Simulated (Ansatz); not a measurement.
Eigenvalues along a path: Sn (bcc type)

```
Sn
1.0
    -1.40317    1.40317    1.40317
     1.40317   -1.40317    1.40317
     1.40317    1.40317   -1.40317
Sn
1
Direct
  0.00000 0.00000 0.00000
```

The cell comes from a relaxation on PAW files under the same functional, begun from a prototype that needn't be the stable phase.

Computed with Ansatz 0.2.0; functional PBE, scalar-relativistic. Settings: a Γ-centred 14×14×14 k mesh, Fermi–Dirac smearing of 0.1 eV, no spin polarisation. Methods: LAPW: all electrons, basis error target 1 meV/atom.

This run: volume at 0.4 of the series' base cell.

Spin–orbit coupling is left out, which matters for the heavy atoms.

Path points, in fractions of the reciprocal vectors: Γ (0.000, 0.000, 0.000), H (0.500, -0.500, 0.500), N (0.000, 0.000, 0.500), P (0.250, 0.250, 0.250). The distance column jumps between branches of the path. Levels in eV from the Fermi level; bands 10 to 18, counted from the lowest band of the run. The gap is zero, the pressure 399.1 GPa.

```
# k(1/Å) point b10 b11 b12 b13 b14 b15 b16 b17 b18
0.000 Γ -25.05 -25.05 -25.05 -23.63 -23.63 -21.86 11.21 11.21 11.21
0.280 - -25.02 -25.02 -24.97 -23.72 -23.61 -21.50 10.31 11.30 11.30
0.560 - -24.91 -24.91 -24.75 -23.98 -23.66 -20.35 8.63 10.60 10.60
0.840 - -24.71 -24.71 -24.42 -24.38 -23.88 -18.41 7.08 7.99 7.99
1.119 - -24.84 -24.38 -24.38 -24.30 -24.01 -15.76 4.81 4.81 5.89
1.399 - -25.30 -24.86 -23.94 -23.94 -23.60 -12.50 1.86 1.86 5.08
1.679 - -25.68 -25.43 -23.46 -23.46 -23.24 -8.79 -0.53 -0.53 4.57
1.959 - -25.93 -25.86 -23.07 -23.07 -23.00 -4.96 -2.10 -2.10 4.30
2.239 H -26.02 -26.02 -22.92 -22.92 -22.92 -2.65 -2.65 -2.65 4.21
2.437 - -25.97 -25.95 -23.04 -22.99 -22.91 -3.28 -3.19 -2.38 4.40
2.635 - -25.82 -25.74 -23.40 -23.21 -22.88 -4.68 -4.30 -1.58 4.61
2.833 - -25.62 -25.40 -23.90 -23.51 -22.84 -6.33 -5.41 -0.35 4.78
3.031 - -25.45 -24.97 -24.45 -23.79 -22.80 -7.95 -6.32 1.20 4.97
3.228 - -25.43 -24.96 -24.49 -23.90 -22.75 -9.42 -6.99 2.95 5.21
3.426 - -25.56 -25.37 -24.04 -23.85 -22.71 -10.60 -7.43 4.76 5.48
3.624 - -25.70 -25.64 -23.74 -23.70 -22.69 -11.39 -7.68 5.71 6.38
3.822 N -25.76 -25.73 -23.69 -23.57 -22.68 -11.66 -7.75 5.81 7.15
4.020 - -25.71 -25.70 -23.71 -23.58 -22.78 -13.04 -6.12 6.00 7.47
4.218 - -25.63 -25.58 -23.76 -23.59 -23.07 -15.19 -3.20 6.58 8.42
4.416 - -25.52 -25.39 -23.81 -23.60 -23.48 -17.18 0.05 7.51 9.92
4.614 - -25.39 -25.19 -23.94 -23.84 -23.61 -18.87 3.40 8.69 11.85
4.812 - -25.26 -25.06 -24.38 -23.82 -23.62 -20.20 6.61 9.92 11.84
5.009 - -25.15 -25.02 -24.74 -23.74 -23.62 -21.13 9.24 10.83 11.52
5.207 - -25.07 -25.03 -24.97 -23.66 -23.63 -21.68 10.76 11.16 11.29
5.405 Γ -25.05 -25.05 -25.05 -23.63 -23.63 -21.86 11.21 11.21 11.21
5.648 - -25.07 -25.07 -24.91 -23.65 -23.65 -21.59 10.76 10.76 11.42
5.890 - -25.13 -25.13 -24.58 -23.69 -23.69 -20.75 9.14 9.14 12.05
6.132 - -25.23 -25.23 -24.20 -23.71 -23.71 -19.28 6.69 6.69 8.85
6.375 - -25.32 -25.32 -23.92 -23.69 -23.69 -17.19 4.08 4.08 4.96
6.617 - -25.35 -25.35 -23.82 -23.65 -23.65 -14.56 1.57 1.57 1.65
6.859 - -25.28 -25.28 -23.97 -23.60 -23.60 -11.48 -0.94 -0.71 -0.71
7.102 - -25.10 -25.10 -24.35 -23.56 -23.56 -8.04 -2.80 -2.72 -2.72
7.344 P -24.86 -24.86 -24.86 -23.55 -23.55 -4.38 -4.38 -4.38 -3.94
7.587 - -25.33 -24.61 -24.61 -23.56 -23.56 -5.61 -5.61 -4.74 -0.31
7.829 - -25.59 -24.49 -24.49 -23.55 -23.55 -6.33 -6.33 -5.06 3.86
8.071 - -25.54 -24.59 -24.59 -23.46 -23.46 -6.49 -6.49 -5.09 8.11
8.314 - -25.15 -24.90 -24.90 -23.31 -23.31 -6.10 -6.10 -4.86 11.67
8.556 - -25.30 -25.30 -24.50 -23.16 -23.16 -5.28 -5.28 -4.40 9.02
8.798 - -25.67 -25.67 -23.75 -23.03 -23.03 -4.20 -4.20 -3.74 6.70
9.041 - -25.93 -25.93 -23.15 -22.95 -22.95 -3.14 -3.14 -3.02 4.94
9.283 H -26.02 -26.02 -22.92 -22.92 -22.92 -2.65 -2.65 -2.65 4.21
11.222 P -24.86 -24.86 -24.86 -23.55 -23.55 -4.38 -4.38 -4.38 -3.94
11.362 - -25.09 -24.89 -24.58 -23.56 -23.55 -5.81 -5.18 -2.94 -2.89
11.502 - -25.29 -24.99 -24.26 -23.58 -23.56 -7.14 -5.97 -1.57 -1.35
11.642 - -25.44 -25.14 -23.91 -23.60 -23.56 -8.37 -6.59 -0.01 0.20
11.782 - -25.55 -25.32 -23.63 -23.56 -23.56 -9.45 -7.05 1.69 1.74
11.922 - -25.64 -25.49 -23.65 -23.57 -23.22 -10.37 -7.38 3.20 3.46
12.062 - -25.69 -25.63 -23.67 -23.57 -22.94 -11.07 -7.59 4.49 5.17
12.202 - -25.73 -25.72 -23.69 -23.57 -22.75 -11.51 -7.71 5.44 6.57
12.342 N -25.76 -25.73 -23.69 -23.57 -22.68 -11.66 -7.75 5.81 7.15
```
